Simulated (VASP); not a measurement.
# Ca (Im-3m) in VASP: a series of runs

The runs below take Ca through relaxation of the atoms, relaxation of cell and atoms, with BEEF-vdW, BLYP.

All numbers are computed with VASP 6.6.1; they aren't measurements. Logs are shortened: lines on timing, memory, paths and dates and some standing lists are left out, and cuts for length are marked.

**1. The crystal as given**

It takes space group Im-3m (No. 229, cubic). Conventional cell: a = 4.480 Å, b = 4.480 Å, c = 4.480 Å, α = 90.00°, β = 90.00°, γ = 90.00°. Around Ca (site symmetry m-3m) lie 8 Ca at 3.88 Å.

This isn't the form of Ca at room conditions, which is fcc.

**2. Relaxation of the atoms, BEEF-vdW (cell strained at random at fixed volume)**

The input, INCAR:

```
ALGO     = Fast           # electronic algorithm
EDIFF    = 1E-7           # SCF threshold, eV
EDIFFG   = -0.01          # ionic threshold
ENCUT    = 500            # plane-wave cutoff, eV
GGA      = BF             # functional
IBRION   = 2              # ionic algorithm
ISIF     = 2              # what is computed and relaxed
ISMEAR   = 0              # smearing method
LASPH    = T              # aspherical terms in the spheres
LCHARG   = F              # write CHGCAR
LREAL    = F              # projectors in reciprocal space
LUSE_VDW = T            
LWAVE    = F              # write WAVECAR
NELM     = 100            # most SCF steps
NSW      = 60             # ionic steps
PREC     = Accurate       # precision mode
SIGMA    = 0.05           # smearing width, eV
ZAB_VDW  = -1.8867
```

The input, KPOINTS:

```
k-points
0
Gamma
  8 8 8
```

The input, POSCAR:

```
Ca
1.0
   -2.1869020000      2.2179370000      2.2801770000
    2.1342580000     -2.2551030000      2.2647000000
    2.2391200000      2.3073220000     -2.3173440000
Ca
1
Cartesian
    0.0337389608      0.0116434998      0.0187353592
```

Potentials or basis: VASP PAW PBE potentials, release 54 (Ca_pv).

The run is started by

```console
> cat potpaw_PBE.54/Ca_pv/POTCAR > POTCAR
> mpirun -np 1 vasp_std > vasp.out
```

OUTCAR:

```text
EDIFF = 1E-7
   EDIFFG = -0.01
   ENCUT = 500
   GGA = BF
   IBRION = 2
   ISIF = 2
   ISMEAR = 0
   LASPH = T
   LREAL = F
   NELM = 100
   NSW = 60
   PREC = Accurate

 ion  position               nearest neighbor table
   1  0.007  0.012  0.010-

  LATTYP: Found a triclinic cell.
 ALAT       =     6.2329067230
 B/A-ratio  =     0.6165822064
 C/A-ratio  =     1.0205524846
 COS(alpha) =     0.0035420804
 COS(beta)  =     0.5123996522
 COS(gamma) =     0.8082756031

  Lattice vectors:

 A1 = (  -4.3207340000,  -0.0150530000,  -4.4922330000)
 A2 = (  -2.1342580000,   2.2551030000,  -2.2647000000)
 A3 = (   0.0004260000,  -4.4880930000,  -4.5077100000)

Analysis of symmetry for initial positions (statically):
=====================================================================
 Subroutine PRICEL returns:
 Original cell was already a primitive cell.

 Routine SETGRP: Setting up the symmetry group for a
 triclinic supercell.

 Subroutine GETGRP returns: Found  2 space group operations
 (whereof  1 operations were pure point group operations)
 out of a pool of  2 trial point group operations.

The static configuration has the point symmetry C_1 .
 The point group associated with its full space group is S_2 .

Analysis of symmetry for dynamics (positions and initial velocities):
=====================================================================
 Subroutine PRICEL returns:
 Original cell was already a primitive cell.

 Routine SETGRP: Setting up the symmetry group for a
 triclinic supercell.

 Subroutine GETGRP returns: Found  2 space group operations
 (whereof  1 operations were pure point group operations)
 out of a pool of  2 trial point group operations.

The dynamic configuration has the point symmetry C_1 .
 The point group associated with its full space group is S_2 .

 Subroutine INISYM returns: Found  2 space group operations
 (whereof  1 operations are pure point group operations),
 and found     1 'primitive' translations

----------------------------------------------------------------------------------------

                                     Primitive cell

  volume of cell :      44.9577

  direct lattice vectors                    reciprocal lattice vectors
    -2.186902000  2.217937000  2.280177000     0.000010171  0.222803815  0.221850066
     2.134258000 -2.255103000  2.264700000     0.231346970 -0.000840472  0.222700811
     2.239120000  2.307322000 -2.317344000     0.226101380  0.218408971  0.004405019

  length of vectors
     3.860180312  3.843099380  3.963265876     0.314418498  0.321119570  0.314394206

  position of ions in fractional coordinates (direct lattice)
[... 83 lines left out ...]
   ISIF   =      2    stress and relaxation
   ISYM   =      2    0-nonsym 1-usesym 2-fastsym
   POTIM  = 0.5000    time-step for ionic-motion
   TEBEG  =    0.0;   TEEND  =   0.0 temperature during run
   PSTRESS=    0.0 pullay stress
   NELECT =       8.0000    total number of electrons
   NUPDOWN=      -1.0000    fix difference up-down
   EMIN   =  10.00;   EMAX   =-10.00  energy-range for DOS
   EFERMI =   0.00;   METHOD = LEGACY
   ISMEAR =     0;   SIGMA  =   0.05  broadening in eV -4-tet -1-fermi 0-gaus
   EFERMI_NEDOS =   21; number of points for ismear=-14 and -15
   IALGO  =     68    algorithm
   IMIX   =      4    mixing-type and parameters
     AMIX     =   0.40;   BMIX     =  1.00
     AMIX_MAG =   1.60;   BMIX_MAG =  1.00
  volume/ion in A,a.u.               =      44.96       303.39
  Fermi-wavevector in a.u.,A,eV,Ry     =   0.920810  1.740079 11.536265  0.847892
  Thomas-Fermi vector in A             =   2.046157
   LORBIT       =      0    0 simple, 1 ext, 2 COOP (PROOUT), +10 PAW based schemes
   GGA     = BF    functional components
   LHFCALC =     F    Hartree Fock is set to
   AEXX    =    0.0000 exact exchange contribution
   IVDW_NL    =     1    kernel type
   BPARAM     = 6.3000
   IVDW    =     0    specifies the selected vdW correction
   LEPSILON=     F    determine dielectric tensor
   LRPA    =     F    only Hartree local field effects (RPA)
 conjugate gradient relaxation of ions
 non-spin polarized calculation
 RMM-DIIS sequential band-by-band and
 Gauss-broadening in eV      SIGMA  =   0.05
  energy-cutoff  :      500.00
  volume of cell :       44.96
 maximum number of plane-waves:      1159
   NGX = 15   NGY = 13   NGZ = 15

 number of electron       8.0000000 magnetization

 Free energy of the ion-electron system (eV)
  ---------------------------------------------------
  ext. energy  EPLUGINS =         0.00000000
  ---------------------------------------------------
  free energy    TOTEN  =         0.10317410 eV

  energy without entropy =        0.10499184  energy(sigma->0) =        0.10408297

 E-fermi :   1.8618     XC(G=0):  -7.6160

 val. band max:        1.8602541250   @ k =   0.5000   0.5000   0.2500
 cond. band min:       1.8809140201   @ k =   0.3750   0.0000   0.3750
 fundamental gap:      0.0206598951
 Fermi energy:         1.8617968143

 k-point     1 :       0.0000    0.0000    0.0000
  band No.  band energies     occupation
      1     -21.5786      2.00000
      2     -21.5746      2.00000
      3     -21.5708      2.00000
      4      -2.0295      2.00000
      5       3.9412      0.00000
      6       4.0806      0.00000
      7       4.2118      0.00000
      8       4.9379      0.00000
[... 243 lines left out ...]
 k-point    24 :       0.2500    0.3750    0.0000
  band No.  band energies     occupation
      1     -21.6669      2.00000
      2     -21.6352      2.00000
      3     -21.5856      2.00000
      4       1.8025      1.90651
      5       2.0162      0.00001
      6       2.7276      0.00000
      7       4.9096      0.00000
      8       5.2135      0.00000

 [... further k-points ...]
[... 5 lines left out ...]
  --------------------------------------------------------------------------------------
  -------------------------------------------------------------------------------------
  Total       -0.2064873     -0.1723401     -0.1674865     -0.0675011      0.0647537      0.0688993
  in kB       -7.3586817     -6.1417599     -5.9687912     -2.4055683      2.3076556      2.4553942
  external PRESSURE =      -6.4897443 kB  Pullay stress =       0.0000000 kB

 VOLUME and BASIS-vectors are now :
 -----------------------------------------------------------------------------
  energy-cutoff  :      500.00
  volume of cell :       44.96
      direct lattice vectors                 reciprocal lattice vectors
    -2.186902000  2.217937000  2.280177000     0.000010171  0.222803815  0.221850066
     2.134258000 -2.255103000  2.264700000     0.231346970 -0.000840472  0.222700811
     2.239120000  2.307322000 -2.317344000     0.226101380  0.218408971  0.004405019

 POSITION                                       TOTAL-FORCE (eV/Angst)
 -----------------------------------------------------------------------------------
      0.03374      0.01164      0.01874        -0.000000      0.000000      0.000000
 -----------------------------------------------------------------------------------
    total drift:                                0.000023      0.000028      0.000000

  FREE ENERGIE OF THE ION-ELECTRON SYSTEM (eV)
  ---------------------------------------------------
  free  energy   TOTEN  =         0.1031741006 eV

  energy  without entropy=        0.1049918380  energy(sigma->0) =        0.10408297

Total vdW correction in eV:      1.5108010

 reached required accuracy - stopping structural energy minimisation
```

Wall time 2.8 min (1 thread of Intel Xeon Platinum 8375C at 2.90GHz (Ice Lake), shared host); peak memory 0.4 GiB.

What came out:

* Free energy: 0.1032 eV
* Pressure after relaxing: -0.6 GPa
* Band gap on the k mesh: none (metal or under the smearing width)

Final structure:
```
CELL_PARAMETERS angstrom
-2.18690 2.21794 2.28018
2.13426 -2.25510 2.26470
2.23912 2.30732 -2.31734
ATOMIC_POSITIONS crystal
Ca 0.00675 0.01197 0.01025
```

Levels at points of the mesh, in eV from the Fermi level:
| k point | band 1 | band 2 | band 3 | band 4 | band 5 | band 6 | band 7 | band 8 |
| --- | --- | --- | --- | --- | --- | --- | --- | --- |
| (0.00, 0.00, 0.00) | -23.44 | -23.44 | -23.43 | -3.89 | 2.08 | 2.22 | 2.35 | 3.08 |
| (0.50, 0.00, 0.00) | -23.55 | -23.48 | -23.43 | -0.82 | -0.10 | 1.48 | 2.94 | 3.32 |
| (0.00, 0.50, 0.00) | -23.55 | -23.48 | -23.43 | -0.73 | 0.04 | 1.30 | 3.06 | 3.41 |
| (0.50, 0.50, 0.00) | -23.55 | -23.48 | -23.44 | -0.72 | 0.06 | 1.28 | 3.08 | 3.41 |
| (0.00, 0.00, 0.50) | -23.54 | -23.47 | -23.44 | -0.82 | -0.10 | 1.26 | 3.17 | 3.50 |
| (0.50, 0.00, 0.50) | -23.54 | -23.47 | -23.44 | -0.83 | -0.11 | 1.28 | 3.14 | 3.49 |
| (0.00, 0.50, 0.50) | -23.54 | -23.47 | -23.43 | -0.89 | -0.20 | 1.46 | 2.99 | 3.39 |
| (0.50, 0.50, 0.50) | -23.52 | -23.52 | -23.50 | 0.10 | 0.18 | 3.53 | 3.60 | 3.77 |

Caveat: the relaxation stopped at its first step, so nothing moved; the PAW data sets were made with another functional, which shifts forces and pressure a little.

**3. Relaxation of cell and atoms, BLYP**

This run uses another cell than the first one, of the same volume but with other edges.

The input, INCAR:

```
AGGAC = 1.0
AGGAX = 1.0
ALDAC = 0.0
ALDAX = 1.0
ALGO = Normal
EDIFF = 1E-7
EDIFFG = -0.005
ENCUT = 600
GGA = B5
IBRION = 2
ISIF = 3
ISMEAR = -1
LASPH = T
LCHARG = F
LREAL = F
LWAVE = F
NELM = 60
NSW = 40
PREC = Accurate
SIGMA = 0.05
```

KPOINTS is that of step 2.

The input, POSCAR:

```
Ca
1.0
   -2.2400000000      2.2400000000      2.2400000000
    2.2400000000     -2.2400000000      2.2400000000
    2.2400000000      2.2400000000     -2.2400000000
Ca
1
Direct
    0.0000000000      0.0000000000      0.0000000000
```

Potentials or basis: VASP PAW PBE potentials, release 64 (Ca_sv).

The run is started by

```console
> cat potpaw_PBE.64/Ca_sv/POTCAR > POTCAR
> mpirun -np 1 vasp_std > vasp.out
```

Wall time 38 s (1 thread of Intel Xeon 6975P-C (Granite Rapids), shared host); peak memory 0.19 GiB.

It converged, with:

| Item | Value |
| --- | --- |
| Free energy | -1.2326 eV |
| Relaxed volume | 42.30 Å³/atom |
| Relaxed cell | a = 3.802 Å, b = 3.802 Å, c = 3.802 Å, α = 109.47°, β = 109.47°, γ = 109.47° |
| Space group after relaxing (to 0.05 Å) | Im-3m (No. 229) |
| Energy gained by relaxing | 7.0 meV/atom |
| Ionic steps | 4 |
| Pressure after relaxing | 0.0 GPa |
| Band gap on the k mesh | none (metal or under the smearing width) |

The path:
```csv
step,energy change (eV),largest force (eV/Å),pressure (GPa),volume (Å³)
1,0.0000,0.0000,-0.83,44.96
2,-0.0056,0.0000,-0.39,43.47
3,-0.0070,0.0000,0.05,42.17
4,-0.0070,0.0000,0.00,42.30
```

Final structure:
```yaml
crystal:
  lattice:
    - [-2.19496, 2.19496, 2.19496]
    - [2.19496, -2.19496, 2.19496]
    - [2.19496, 2.19496, -2.19496]
  atoms:
    - { symbol: Ca, position: [0.00000, 0.00000, 0.00000] }
```

Levels at points of the mesh, in eV from the Fermi level:
| k point | band 2 | band 3 | band 4 | band 5 | band 6 | band 7 | band 8 | band 9 |
| --- | --- | --- | --- | --- | --- | --- | --- | --- |
| (0.00, 0.00, 0.00) | -23.08 | -23.08 | -23.08 | -4.01 | 2.11 | 2.11 | 2.11 | 3.12 |
| (0.50, 0.00, 0.00) | -23.22 | -23.13 | -23.08 | -0.92 | 0.08 | 1.20 | 3.02 | 3.37 |
| (0.50, 0.50, 0.50) | -23.18 | -23.18 | -23.18 | -0.02 | -0.02 | 3.90 | 3.90 | 3.90 |

Caveat: the PAW data sets were made with another functional, which shifts forces and pressure a little.
